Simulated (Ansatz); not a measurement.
Wanted: an ASE script for an Ansatz 0.2.0 run.

| Item | Value |
| --- | --- |
| Task | relaxation of cell and atoms |
| Functional | r2SCAN |
| Dispersion | D3(BJ)+ATM |
| Potentials or basis | Ansatz PAW |
| Cutoff | 500 eV |
| Density cutoff | 2000 eV |
| k mesh | 10 × 10 × 6 |
| Occupations | methfessel-paxton, width 0.1 eV |
| Spin | no spin polarisation |
| Driver | chain |

The structure of Ti2O lies in POSCAR:

```
Ti2O
1.0
    2.9194000000      0.0000000000      0.0000000000
   -1.4597000000      2.5282745638      0.0000000000
    0.0000000000      0.0000000000      4.7130000000
Ti O
2 1
Direct
    0.3333333333      0.6666666667      0.7212600000
    0.6666666667      0.3333333333      0.2787400000
    0.0000000000      0.0000000000      0.0000000000
```

The input as run:

run.py

```python
import json

import ase.io
import numpy as np

import ansatz as az

atoms = ase.io.read("POSCAR", format="vasp")

calculation = (
    az.Crystal.from_ase(atoms)
    .calculation()
    .kpoints(10, 10, 6)
    .functional("r2scan", dispersion="d3bjatm")
    .pseudopotentials(kind="paw")
    .occupations(method="methfessel_paxton", width=0.1)
    .relax(force_tolerance=0.01, max_steps=40, cell=True, stress_tolerance=0.05)
    .forces()
    .stress()
)
outcome = calculation.run(threads=2, events_out="events.jsonl")

report = outcome.report
for line in open("events.jsonl"):
    event = json.loads(line)
    if event["event"] == "scf_iter":
        d = event["data"]
        print(f"SCF {d['iter']:3d}  HF = {d['harris_foulkes_ev']:.6f} eV  dr2 = {d['dr2_ev']:.2e} eV")
    elif event["event"] in ("relax_step", "md_step"):
        d = event["data"]
        print(f"{event['event']} {d['step']:3d}  E = {d['lagrangian_ev']:.6f} eV")
np.set_printoptions(precision=5, suppress=True, linewidth=110)
print("converged:", report["converged"], "after", report["n_iterations"], "iterations")
print(f"free energy {report['free_energy_ev']:.6f} eV, Fermi level {report['fermi_energy_ev']:.4f} eV")
for key in ("band_edges_ev", "magnetization_mub", "site_moments_mub", "site_moments_nc_mub", "forces_ev_ang",
                "stress_gpa"):
    if report.get(key) is not None:
        print(key, np.array(report[key]), sep="\n")
```

Potentials or basis: Ansatz PAW.

Run with:

```bash
$ python run.py
```

Results of the run:

```
Relaxed volume                         : 11.99 Å³/atom
Relaxed cell                           : a = 2.941 Å, b = 2.941 Å, c = 4.802 Å, α = 90.00°, β = 90.00°, γ = 120.00°
Space group after relaxing (to 0.05 Å) : P-3m1 (No. 164)
Energy gained by relaxing              : 25.4 meV/atom
Ionic steps                            : 6
Pressure after relaxing                : 0.0 GPa
```

Caveat: the PAW data sets were made with another functional, which shifts forces and pressure a little.

Run time: 12 s on 2 threads of Intel(R) Xeon(R) 6975P-C (Granite Rapids) (shared host), peak memory 0.62 GiB.
